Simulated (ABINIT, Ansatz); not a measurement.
# ZnSe (Stilleite): zone-centre phonons

Wanted: the vibrations of ZnSe (Stilleite) at Γ, by two programs.

Program: ABINIT 10.8.3. Level of theory: DFT LDA, scalar-relativistic, plane waves, PseudoDojo norm-conserving pseudopotentials. Results are calculated unless marked as measured.

Experimental background.

“Phonon-based partition of (ZnSe-like) semiconductor mixed crystals on approach to their pressure-induced structural transition” (2020, arxiv:2008.07187) quotes from earlier work for ZnSe, zincblende (pure ZnSe, earlier work): Raman mode (TO) about 207 cm⁻¹ [Literature Raman frequency quoted as a normalising parameter in the cross-section model].

Report form: the programs' logs are mostly left out.

### 1. The starting structure

Symmetry: F-43m, No. 216, cubic system. The conventional cell has a = 5.567 Å, b = 5.567 Å, c = 5.567 Å, α = 90.00°, β = 90.00°, γ = 90.00°. Nearest to Zn lie 4 Se at 2.41 Å. Nearest to Se lie 4 Zn at 2.41 Å. Farther neighbours and most contacts between anions are not listed.

### 2. Relaxation

The harmonic expansion needs vanishing forces, and a free crystal bears no stress, so cell and atoms are brought to rest. Stress is more sensitive to the basis than forces are: the last 3 Ha under the cutoff are smoothed with ecutsm, and the cutoff is raised above that of the later runs.

The starting cell comes from a relaxation made beforehand in Ansatz (LDA, PseudoDojo NC).

The input, relax.abi:

```
# relaxation
ionmov 2
optcell 2
dilatmx 1.08
ntime 40
tolmxf 1.0d-05
tolvrs 1.0d-14
prtwf 0
prtden 0
chksymtnons 0

# basis, mesh and filling
ecut 48.0
ecutsm 3.0
ngkpt 8 8 8
nshiftk 1
shiftk 0.0 0.0 0.0
istwfk *1
occopt 1
nband 18
nstep 100
diemac 9.0
prtebands 0
prtgsr 0
useylm 1

# cell and atoms
acell 3*1.0 Angstrom
rprim 
    0.0 2.783405111 2.783405111
    2.783405111 0.0 2.783405111
    2.783405111 2.783405111 0.0
ntypat 2
znucl 30 34
natom 2
typat 1 2
xred 
    0.0 0.0 0.0
    0.25 0.25 0.25
pp_dirpath "./pseudo"
pseudos "Zn.upf, Se.upf"
```

Command:

```bash
$ OMP_NUM_THREADS=1 mpirun -n 4 abinit relax.abi > relax.log
```

The job ended after 2.4 min (4 MPI ranks of Arm Neoverse V1, shared host; 9.6 min of CPU time).

Little changed from the start: no atom moved by 0.005 Å and no cell edge by 0.1 %.

Numbers from this step:

```
volume per atom : 21.56 Å³
pressure        : 6.98e-6 GPa
```

### 3. Self-consistent run for the response

First-order wavefunctions inherit every error of the ground state, hence the very tight tolvrs. The mesh is shifted off Γ, since shifted meshes converge sums over the zone faster.

The input, gs.abi:

```
# ground state
tolvrs 1.0d-16
prtden 1
prtwf 1

# basis, mesh and filling
ecut 39.0
ngkpt 6 6 6
nshiftk 4
shiftk 
    0.5 0.5 0.5
    0.5 0.0 0.0
    0.0 0.5 0.0
    0.0 0.0 0.5
istwfk *1
occopt 1
nband 18
nstep 100
diemac 9.0
prtebands 0
prtgsr 0
useylm 1

# cell and atoms
acell 3*1.0 Angstrom
rprim 
    0.0 2.783307243 2.783307243
    2.783307243 0.0 2.783307243
    2.783307243 2.783307243 0.0
ntypat 2
znucl 30 34
natom 2
typat 1 2
xred 
    0.0 0.0 0.0
    0.25 0.25 0.25
pp_dirpath "./pseudo"
pseudos "Zn.upf, Se.upf"
```

Command:

```bash
$ OMP_NUM_THREADS=1 mpirun -n 4 abinit gs.abi > gs.log
```

It took 45 s on 4 MPI ranks; 2.9 min of CPU time.

Read from the output:

| Property | Result |
| --- | --- |
| pressure | -0.4958 GPa |

The cell stands at -0.50 GPa: the relaxation ran with a smoothed and higher cutoff and on another k mesh.

### 4. The gap at rest

Empty bands on the ground state's density check that the gap assumed so far is there in this cell.

The input, gap.abi:

```
# empty bands on the ground state's density
iscf -2
getden_filepath "gso_DEN"
tolwfr 1.0d-12
nbdbuf 2
prtwf 0

# basis, mesh and filling
ecut 39.0
ngkpt 8 8 8
nshiftk 1
shiftk 0.0 0.0 0.0
istwfk *1
occopt 1
nband 22
nstep 100
diemac 9.0
prtebands 0
prtgsr 0
useylm 1

# cell and atoms
acell 3*1.0 Angstrom
rprim 
    0.0 2.783307243 2.783307243
    2.783307243 0.0 2.783307243
    2.783307243 2.783307243 0.0
ntypat 2
znucl 30 34
natom 2
typat 1 2
xred 
    0.0 0.0 0.0
    0.25 0.25 0.25
pp_dirpath "./pseudo"
pseudos "Zn.upf, Se.upf"
```

Command:

```bash
$ OMP_NUM_THREADS=1 mpirun -n 4 abinit gap.abi > gap.log
```

It took 19 s on 4 MPI ranks; 75 s of CPU time.

Numbers from this step:

```
gap on the k-mesh : 1.250 eV
```

In this cell the gap on the mesh is 1.3 eV, direct, so fixed occupations hold.

### 5. Zone-centre response

The derivative of the wavefunctions by k comes first, since the response to a field is built on it; then the field and the displacements that symmetry doesn't supply are solved at q = 0.

It reads the wavefunctions written in step 3.

The input, dfpt_gamma.abi:

```
ndtset 2

# common to the responses
getwfk_filepath "gso_WFK"
kptopt 2
nqpt 1
qpt 0.0 0.0 0.0
asr 0
chneut 0

# d/dk
rfelfd1 2
rfdir1 1 1 1
iscf1 -3
tolwfr1 1.0d-20

# displacements, field
rfphon2 1
rfatpol2 1 2
rfdir2 1 1 1
rfelfd2 3
getddk2 1
tolvrs2 1.0d-10
prtwf2 0

# basis, mesh and filling
ecut 39.0
ngkpt 6 6 6
nshiftk 4
shiftk 
    0.5 0.5 0.5
    0.5 0.0 0.0
    0.0 0.5 0.0
    0.0 0.0 0.5
istwfk *1
occopt 1
nband 18
nstep 100
diemac 9.0
prtebands 0
prtgsr 0
useylm 1

# cell and atoms
acell 3*1.0 Angstrom
rprim 
    0.0 2.783307243 2.783307243
    2.783307243 0.0 2.783307243
    2.783307243 2.783307243 0.0
ntypat 2
znucl 30 34
natom 2
typat 1 2
xred 
    0.0 0.0 0.0
    0.25 0.25 0.25
pp_dirpath "./pseudo"
pseudos "Zn.upf, Se.upf"
```

Command:

```bash
$ OMP_NUM_THREADS=1 mpirun -n 4 abinit dfpt_gamma.abi > dfpt_gamma.log
```

Wall time 40 min (4 MPI ranks).

This step gave:

| Item | Value |
| --- | --- |
| miss of the charge sum rule | 2.18e-4 e |
| largest acoustic frequency at the zone centre before the sum rule | 3.23 cm⁻¹ |
| highest optical zone-centre mode (no LO-TO term) | 218.7 cm⁻¹ |
| lowest optical zone-centre mode | 218.7 cm⁻¹ |
| mean high-frequency dielectric constant | 7.515 |
| largest Born charge in size (third of the trace) | 1.968 e |

Born charge (rows field, columns displacement), before the sum rule (e), principal values of the symmetric part by kind of site:

| atom | atoms with these values | low | middle | high | mean |
| --- | --- | --- | --- | --- | --- |
| Zn1 | 1 | 1.97 | 1.97 | 1.97 | 1.97 |
| Se2 | 1 | -1.97 | -1.97 | -1.97 | -1.97 |

In full for Se2:

```
-1.97  0.00  0.00
 0.00 -1.97  0.00
 0.00  0.00 -1.97
```

High-frequency dielectric tensor:

```
7.51 0.00 0.00
0.00 7.51 0.00
0.00 0.00 7.51
```

The acoustic modes at Γ come out as far as 3.2 cm⁻¹ from zero, where they should vanish, a small numerical error; the Born charges miss their sum rule by 2.2e-4 e, which is good.

### 6. Modes with the sum rule

anaddb reads the merged derivatives, imposes the acoustic sum rule and charge neutrality, and adds the LO-TO term along chosen directions.

The input, anaddb.abi:

```
ddb_filepath "gamma_DDB"
output_file "anaddb.abo"
outdata_prefix "anaddb"
asr 1
chneut 1
enunit 2
eivec 1
nph1l 1
qph1l 0.0 0.0 0.0 1.0
dieflag 1
nph2l 3
qph2l 
    1.0 0.0 0.0 0.0
    0.0 0.0 1.0 0.0
    1.0 1.0 1.0 0.0
```

The input, mrgddb.in:

```
gamma_DDB
merged
2
dfpt_gammao_DS2_DDB
gso_DDB
```

Command:

```bash
$ mrgddb < mrgddb.in > mrgddb.log
$ OMP_NUM_THREADS=1 anaddb anaddb.abi > anaddb.log
```

Wall time 0.5 s (1 thread).

Read from the output:

* mean static dielectric constant: 10.10
* highest mode moved by the LO-TO term: 253.5 cm⁻¹

No LO-TO term; unit eigenvectors of the mass-weighted matrix, from anaddb's displacements. Modes at Γ, with each element's share of the kinetic energy:

| mode | frequency (cm⁻¹) | symmetry | Zn % | Se % |
| --- | --- | --- | --- | --- |
| 1 | 0.0 | acoustic | 45 | 55 |
| 2 | 0.0 | acoustic | 45 | 55 |
| 3 | 0.0 | acoustic | 45 | 55 |
| 4 | 218.7 | T2 | 55 | 45 |
| 5 | 218.7 | T2 | 55 | 45 |
| 6 | 218.7 | T2 | 55 | 45 |

Displacements in mode 5 (218.7 cm⁻¹), the largest set to 1:
```
Zn1  0.00  1.00  0.00
Se2  0.00 -0.83  0.00
```

Trace of the oscillator strength, degenerate modes summed. Infrared lines, with heights relative to the strongest:

| position (cm⁻¹) | lines merged | IR intensity, relative |
| --- | --- | --- |
| 219 | 3 | 100 |

Static dielectric tensor (ions relaxed, fixed cell):

```
10.10  0.00  0.00
 0.00 10.10  0.00
 0.00  0.00 10.10
```

The rule moves no optical mode by more than 0.1 cm⁻¹.

### 7. Cross-check with Ansatz

The same cell, potentials and cutoff go through another code, on another k mesh. Its k mesh is centred on Γ.

This step: DFT LDA, scalar-relativistic, plane waves, PseudoDojo norm-conserving pseudopotentials (Ansatz 0.2.0).

The input, input.yaml:

```yaml
crystal:
  lattice:
    - [0.0, 2.7833072426, 2.7833072426]
    - [2.7833072426, 0.0, 2.7833072426]
    - [2.7833072426, 2.7833072426, 0.0]
  atoms:
    - { symbol: Zn, position: [0.0, 0.0, 0.0] }
    - { symbol: Se, position: [0.25, 0.25, 0.25] }
kpoints:
  mp_grid: { grid: [8, 8, 8] }
hamiltonian:
  xc: lda
  pseudopotentials: { kind: nc, accuracy: standard }
scf:
  occupations: { method: fixed }
output:
  eigenvalues: true
basis:
  ecutwfc: 1061.244
phonons:
  method: dfpt
  dielectric: true
  rigid_motions: translations
```

Command:

```bash
$ ansatz run input.yaml --threads 4 --pin off --max-ram 16384MiB --backend cpu --events-out ev --progress --plain --runs-dir out
```

Wall time 68 s (4 threads); peak memory 1.3 GiB.

Numbers from this step:

* gap on the k-mesh: 1.249 eV
* sum-rule residual before enforcement: 4.26e-4 eV/Å²
* miss of the charge sum rule: 0.001928 e
* estimated error of the dielectric tensor: 0.02049
* estimated error of the Born charges: 0.02215 e
* mean high-frequency dielectric constant: 7.522
* largest Born charge in size (third of the trace): 1.966 e
* highest mode moved by the LO-TO term: 253.4 cm⁻¹

Transverse modes. Lines of the infrared spectrum (strongest = 100):

| position (cm⁻¹) | label | IR intensity ((D/Å)²/amu), degenerate modes summed, relative |
| --- | --- | --- |
| 219 | T2 | 100 |

The log warns that the force constants on this k mesh are to be taken as unconverged.

### 8. The two compared: ABINIT PseudoDojo and Ansatz, PseudoDojo

Numbers from this step:

| Property | Result |
| --- | --- |
| root-mean-square difference | 0.01 cm⁻¹ |
| largest difference | 0.01 cm⁻¹ |

Frequencies side by side, by row:

| q (reciprocal lattice) | mode | ABINIT PseudoDojo (cm⁻¹) | Ansatz, PseudoDojo (cm⁻¹) |
| --- | --- | --- | --- |
| 0 0 0 | 1 | 0 | 0 |
| 0 0 0 | 2 | 0 | 0 |
| 0 0 0 | 3 | 0 | 0 |
| 0 0 0 | 4 | 218.7 | 218.7 |
| 0 0 0 | 5 | 218.7 | 218.7 |
| 0 0 0 | 6 | 218.7 | 218.7 |

The two runs side by side. Further quantities:

| quantity | ABINIT PseudoDojo | Ansatz, PseudoDojo |
| --- | --- | --- |
| mean ε∞ | 7.515 | 7.522 |
| largest Born charge in size (e; the first before, the second after the charge sum rule) | 1.968 | 1.966 |
| summed IR intensity ((D/Å)²/amu) | 7.494 | 7.482 |

At the zone centre the largest difference (acoustic modes at Γ apart) is 0.005 % of the highest mode.

### 9. Summary of results

```
space group after relaxation                                           : F-43m
volume per atom                                                        : 21.6 Å³
highest optical zone-centre mode (no LO-TO term)                       : 218.7 cm⁻¹
highest mode moved by the LO-TO term                                   : 253.5 cm⁻¹
mean high-frequency dielectric constant                                : 7.51
largest Born charge in size (third of the trace)                       : 1.97 e
mean static dielectric constant                                        : 10.1
imaginary optical modes at the zone centre (no q mesh in this session) : none
largest difference from Ansatz, PseudoDojo                             : 0.01 cm⁻¹
```

What this shows: At the LDA level the optical modes of ZnSe (Stilleite) at the zone centre (no LO-TO term) lie at 219 cm⁻¹. The base run prints -0.50 GPa, mostly the error of a finite basis; the relaxation, with a smoothed and higher cutoff, had brought the cell to rest. Along the directions run, the highest mode that the macroscopic field moves lies at 254 cm⁻¹. Lattice motion raises the mean dielectric constant from 7.515 to 10.10. The Born charge of Se is -1.968 e against a formal charge of -2, close to the ionic value. The Lyddane-Sachs-Teller relation holds: (ωLO/ωTO)² is 1.34 and ε₀/ε∞ is 1.34. ABINIT PseudoDojo and Ansatz, PseudoDojo agree to 0.01 cm⁻¹ (0.005 % of the highest mode compared) on all solved modes but the acoustic ones at Γ, without the LO-TO term. These are harmonic frequencies at zero temperature: anharmonic shifts and linewidths and thermal expansion are left out. Ansatz warns that the cutoff lies 9 % under the one recommended for these files; agreement at one cutoff is not convergence. Ansatz's log warns that force constants on this k mesh are to be taken as unconverged.

Calculation against experiment:

| quantity | measured | LDA PseudoDojo norm-conserving, ABINIT |
| --- | --- | --- |
| Raman mode, TO (cm⁻¹) | 207 | 219 (+5.7 %) |

Measured values from arxiv:2008.07187 (2020).

How well it matches: The Raman mode is off by +5.7 %: fair agreement. The grades are ours: good and fair within 3 and 7 % for the Raman mode. Zero-point motion and thermal expansion are not in the computed Raman mode. Limits of convergence are named above.

[Host names and launcher messages were left out of these logs when they were recorded.]

[Logs are printed without paths, hosts, clocks, repeated set-up lines and the standing remarks that a program may print on its own settings, such as how far it seeks lower states.]

[Hosts, paths, dates, database ids (printed as entryN), source tags and the programs' standing remarks are cut or masked in the printed files.]
